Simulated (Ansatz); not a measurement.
A 3-atom cell of PtS2 started from a crystallographic database at its r2SCAN+rVV10 geometry, run in Ansatz 0.2.0 at 4 levels of theory. Non-magnetic throughout; all numbers are computed.

The LDA input:
```yaml
crystal:
  lattice:
    - [3.5526240046, 0.0, 0.0]
    - [-1.7763120023, 3.0766626381, 0.0]
    - [0.0, 0.0, 5.1228330609]
  atoms:
    - { symbol: Pt, position: [0.0, 0.0, 0.0] }
    - { symbol: S, position: [0.3333333333, 0.6666666667, 0.2392541205] }
    - { symbol: S, position: [0.6666666667, 0.3333333333, 0.7607458795] }
kpoints:
  mp_grid: { grid: [12, 12, 6] }
  band_path:
    path:
      - [0.0, 0.0, 0.0]
      - [0.5, 0.0, 0.0]
      - [0.3333333333, 0.3333333333, 0.0]
      - [0.0, 0.0, 0.5]
      - [0.5, 0.0, 0.5]
      - [0.3333333333, 0.3333333333, 0.5]
      - [0.0, 0.169271, 0.1875]
      - [0.0, 0.28125, 0.299479]
      - [0.0, 0.25, 0.3333333333]
    npoints: 1
hamiltonian:
  xc: lda
scf:
  occupations: { method: fixed }
  n_extra_bands: 4
output:
  forces: true
  stress: true
  eigenvalues: true
```

Main results, then, where recorded, the levels near the gap in eV from the Fermi energy (columns number the bands from 0), one row a point of the path (Γ, M, K, A, L, H, (0, 0.169, 0.188), (0, 0.281, 0.299), (0, 1/4, 1/3)):
```
Crystal: 3 atoms, lattice volume = 55.994 Å³
Symmetry: 12 space group operations
Space group: P-3m1 (ITA 164)
```
```
Basis set: ecut = 420 eV, 1079 PW (Γ)
k-points: 100 of 864
SCF converged after 7 iterations
Free energy (F): -13985.326215 eV
Fermi energy:    10.367715 eV
--- Forces (eV/Å), atoms counted from 1 ---
  atom   1  Pt      0.00000      0.00000      0.00000
  atom   2  S       0.00000      0.00000    -0.34050
  atom   3  S       0.00000      0.00000      0.34050
--- Stress (GPa, compression-positive) ---
       -3.790735       0.000000       0.000000
        0.000000      -3.790735       0.000000
        0.000000       0.000000      -4.503190
  P = ⅓ Tr σ = -4.0282 GPa (-40.282 kbar)
```
```tsv
band_12	band_13	band_14	band_15	band_16	band_17
-1.054	-1.054	-0.041	2.067	2.067	4.541
-3.067	-2.975	-2.450	1.443	2.518	5.263
-2.733	-1.389	-1.389	0.707	0.707	4.983
-1.285	-1.285	-1.119	2.592	2.592	5.353
-2.738	-2.711	-1.425	1.685	2.123	4.895
-3.346	-1.891	-1.891	2.025	2.025	6.849
-1.455	-0.982	0.003	1.269	1.668	5.474
-1.427	-1.314	-0.301	0.494	1.558	4.822
-1.326	-1.144	-0.281	0.600	1.529	4.951
```

The LDA gap is indirect, 0.49 eV (k = (0, 0.169, 0.188) to k = (0, 0.281, 0.299)), below the direct gap of 0.80 eV at k = (0, 0.281, 0.299).

PBE+SOC. Against the first input these blocks differ (the band path and keys that only write files left aside):
```yaml
hamiltonian:
  xc: pbe
scf:
  occupations: { method: fermi_dirac, width: 0.02 }
  n_extra_bands: 8
magnetization:
  noncollinear: true
  spin_orbit: true
```

```
Basis set: ecut = 420 eV, 1079 PW (Γ)
k-points: 100 of 864
SCF converged after 8 iterations
Free energy (F): -14362.842356 eV
Fermi energy:    10.999391 eV
--- Forces (eV/Å), atoms counted from 1 ---
  atom   1  Pt      0.00000      0.00000      0.00000
  atom   2  S       0.00000      0.00000      0.08537
  atom   3  S       0.00000      0.00000    -0.08537
--- Stress (GPa, compression-positive) ---
        4.145390       0.000000       0.000000
        0.000000       4.145390       0.000000
        0.000000       0.000000       2.825119
  P = ⅓ Tr σ = 3.7053 GPa (37.053 kbar)
```
```tsv
band_24	band_25	band_26	band_27	band_28	band_29	band_30	band_31	band_32	band_33	band_34	band_35
-1.585	-1.585	-1.332	-1.332	-0.411	-0.411	1.612	1.612	1.879	1.879	4.264	4.264
-3.405	-3.405	-3.161	-3.161	-2.585	-2.585	1.188	1.188	2.198	2.198	5.026	5.026
-3.129	-3.129	-1.882	-1.882	-1.642	-1.642	0.385	0.385	0.579	0.579	4.773	4.773
-1.787	-1.787	-1.571	-1.571	-1.451	-1.451	2.131	2.131	2.391	2.391	4.971	4.971
-3.147	-3.147	-2.769	-2.769	-1.805	-1.805	1.356	1.356	1.885	1.885	4.668	4.668
-3.705	-3.705	-2.312	-2.312	-2.084	-2.084	1.713	1.713	1.741	1.741	6.566	6.566
-1.812	-1.812	-1.391	-1.391	-0.377	-0.377	0.979	0.979	1.391	1.391	5.176	5.176
-1.955	-1.955	-1.620	-1.620	-0.665	-0.665	0.297	0.297	1.261	1.261	4.588	4.588
-1.771	-1.771	-1.543	-1.543	-0.629	-0.629	0.384	0.384	1.235	1.235	4.705	4.705
```

The PBE+SOC gap is indirect, 0.67 eV (k = (0, 0.169, 0.188) to k = (0, 0.281, 0.299)), below the direct gap of 0.96 eV at k = (0, 0.281, 0.299). The mean pressure at these positions is +3.71 GPa, compression counted positive.

r2SCAN. Against the first input these blocks differ (the band path and keys that only write files left aside):
```yaml
hamiltonian:
  xc: r2scan
```

```
Basis set: ecut = 500 eV, 1459 PW (Γ)
k-points: 100 of 864
SCF converged after 6 iterations
Free energy (F): -14349.747828 eV
Fermi energy:    10.365340 eV
--- Forces (eV/Å), atoms counted from 1 ---
  atom   1  Pt      0.00000      0.00000      0.00000
  atom   2  S       0.00000      0.00000    -0.04406
  atom   3  S       0.00000      0.00000      0.04406
--- Stress (GPa, compression-positive) ---
        1.275406       0.000000       0.000000
        0.000000       1.275406       0.000000
        0.000000       0.000000       1.346410
  P = ⅓ Tr σ = 1.2991 GPa (12.991 kbar)
```
```tsv
band_12	band_13	band_14	band_15	band_16	band_17
-1.089	-1.089	-0.007	2.292	2.292	5.200
-3.215	-3.107	-2.477	1.726	2.757	5.782
-2.796	-1.458	-1.458	0.987	0.987	5.526
-1.324	-1.324	-1.104	2.826	2.826	6.015
-2.818	-2.811	-1.453	1.915	2.423	5.468
-3.514	-1.984	-1.984	2.271	2.271	7.442
-1.486	-1.024	0.002	1.552	1.899	6.091
-1.475	-1.369	-0.314	0.792	1.788	5.413
-1.361	-1.197	-0.275	0.874	1.761	5.551
```

r2SCAN gives an indirect gap of 0.79 eV, from k = (0, 0.169, 0.188) to k = (0, 0.281, 0.299); the least direct gap is 1.11 eV at k = (0, 0.281, 0.299). With the atoms held, the mean pressure is +1.30 GPa (compression positive).

Q: Another run on the same cell gave
```
Basis set: ecut = 420 eV, 1079 PW (Γ)
k-points: 24 of 144
hybrid outer 1: dexx = +1.759e-2 eV, tail = 4.69e-5 eV
hybrid outer 2: dexx = +1.630e-6 eV, tail = 3.63e-8 eV, Δε = 2.26e-3 eV, ΔF = 1.76e-3 eV/Å
hybrid SCF converged: 2 outer / 14 inner (+4 warm-up)
Free energy (F): -14331.470540 eV
Fermi energy:    10.167631 eV
--- Forces (eV/Å), atoms counted from 1 ---
  atom   1  Pt      0.00000      0.00000      0.00000
  atom   2  S       0.00000      0.00000    -0.37828
  atom   3  S       0.00000      0.00000      0.37828
--- Stress (GPa, compression-positive) ---
       -1.363084       0.000000       0.000000
        0.000000      -1.363084       0.000000
        0.000000       0.000000      -0.135882
  P = ⅓ Tr σ = -0.9540 GPa (-9.540 kbar)
```
```tsv
band_12	band_13	band_14	band_15	band_16	band_17
-1.150	-1.150	0.000	2.774	2.774	5.484
-3.509	-3.451	-2.886	2.233	3.334	6.371
-2.987	-1.863	-1.863	1.448	1.448	6.145
-1.499	-1.388	-1.388	3.362	3.362	6.348
-3.389	-3.026	-1.616	2.415	2.987	6.058
-3.996	-2.491	-2.491	2.838	2.838	8.243
-1.746	-1.166	-0.092	1.971	2.390	6.557
-1.760	-1.593	-0.468	1.211	2.288	5.960
-1.583	-1.400	-0.444	1.275	2.260	6.090
```
Which level of theory and mesh gave it?

A: It is HSE06, judged by the exchange loop and the size of the gap (a near hybrid could fit too), on 6×6×4; the blocks that differ from the first input, but for the band path:
```yaml
kpoints:
  mp_grid: { grid: [6, 6, 4] }
hamiltonian:
  xc: hse06
```
HSE06 gives an indirect gap of 1.21 eV, from Γ to k = (0, 0.281, 0.299); the least direct gap is 1.68 eV at k = (0, 0.281, 0.299). With the atoms held, the mean pressure is -1.0 GPa (compression positive). (The program warns that its thresholds are loose for a hybrid's stress.)

Small level splittings and stresses of the hybrids carry the error of their coarser meshes.

Totals of different functionals, or with and without spin-orbit coupling, can't be compared.

Only the levels marked +SOC include spin-orbit coupling.

The meshes of the hybrids are coarse, so their gaps aren't converged to the digits shown.
